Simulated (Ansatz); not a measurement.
## Straining Ir

Computed with DFT PBE, scalar-relativistic, plane waves, PAW (Ansatz 0.2.0). (420 eV cutoff, 18×18×14 k-mesh, Gaussian smearing of 0.10 eV, no spin polarisation)

Reference structure (relaxed):

```yaml
crystal:
  lattice:
    - [1.93533, 1.93533, 0.00000]
    - [-1.93533, 1.93533, 0.00000]
    - [0.00000, 0.00000, 3.87065]
  atoms:
    - { symbol: Ir, position: [0.00000, 0.00000, 0.00000] }
    - { symbol: Ir, position: [0.50000, 0.50000, 0.50000] }
```

Deformation: biaxial strain in the a-b plane, with the length and tilt of c and the atoms relaxed, all within the symmetry that the strain leaves. Energies are extrapolated to zero smearing. Stress is positive in compression, on the Cartesian axes of the cell above.

Spin–orbit coupling is left out, which can shift energies with elements as heavy as these.

Strains computed: -3.0, -2.0, -1.0, +1.0, +2.0, +3.0 %.

Question: At which strain does the energy stand 47.4 meV/atom over the relaxed crystal with σxx = -16.24, σyy = -16.24, σzz = 0.01 GPa?

Answer: +3.0 %.